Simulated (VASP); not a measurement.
Here is a VASP 6.6.1 calculation.

The input INCAR:

```
  ALGO = Fast
  EDIFF = 1E-7
  EDIFFG = -0.01
  ENCUT = 600
  GGA = PE
  IBRION = 2
  ISIF = 2
  ISMEAR = 0
  IVDW = 12
  LASPH = T
  LCHARG = F
  LREAL = F
  LWAVE = F
  NELM = 80
  NSW = 40
  PREC = Accurate
  SIGMA = 0.03
```

The input KPOINTS:

```
k-points
0
Gamma
  8 8 8
```

POSCAR

```
SnSe                                    
1.0
    3.6573475043      0.0000000000      0.0000000000
    0.0000000000      3.6573475043      0.0000000000
    0.0000000000      0.0000000000      3.6573475043
  Sn              Se            
     1     1
Direct
     0.5000000000000000    0.5000000000000000    0.5000000000000000
     0.0000000000000000    0.0000000000000000    0.0000000000000000
```

Potentials or basis: VASP PAW PBE potentials, release 64 (Sn_d, Se).

Run with:

```bash
$ cat potpaw_PBE.64/Sn_d/POTCAR potpaw_PBE.64/Se/POTCAR > POTCAR
$ mpirun -np 1 vasp_std > vasp.out
```

(1) What does it give for the dispersion energy per atom?

(2) Estimate the band gap on the k mesh.

Answers

(1) -0.392 eV.

(2) none (metal or under the smearing width).

Caveat: the relaxation stopped at its first step, so nothing moved.
